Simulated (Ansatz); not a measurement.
**Al, simple cubic: how the functional moves the structure**

All rows: Ansatz, plane waves with scalar-relativistic PAW, 420 eV (500 eV for the SCAN forms), relaxed under each functional, no dispersion correction, no zero-point motion. B₀ comes from uniform scaling at fixed shape; a dash is a value not given.

```tsv
functional	V (Å³/atom)	cell	B₀ (GPa)	magnetic state	ΔE to fcc (meV/atom)
PBE	20.16	a = 2.722 Å	57	spin not included	375
r²SCAN	19.82	a = 2.706 Å	61	spin not included	458
LDA	19.30	a = 2.682 Å	63	spin not included	390
revPBE	20.46	a = 2.735 Å	56	spin not included	373
RPBE	20.56	a = 2.739 Å	55	spin not included	373
BLYP	21.67	a = 2.788 Å	41	spin not included	175
```

Task: What does PBEsol give?

Result: V (Å³/atom): 19.70; cell: a = 2.701 Å; B₀ (GPa): 61; magnetic state: spin not included; ΔE to fcc (meV/atom): 405.
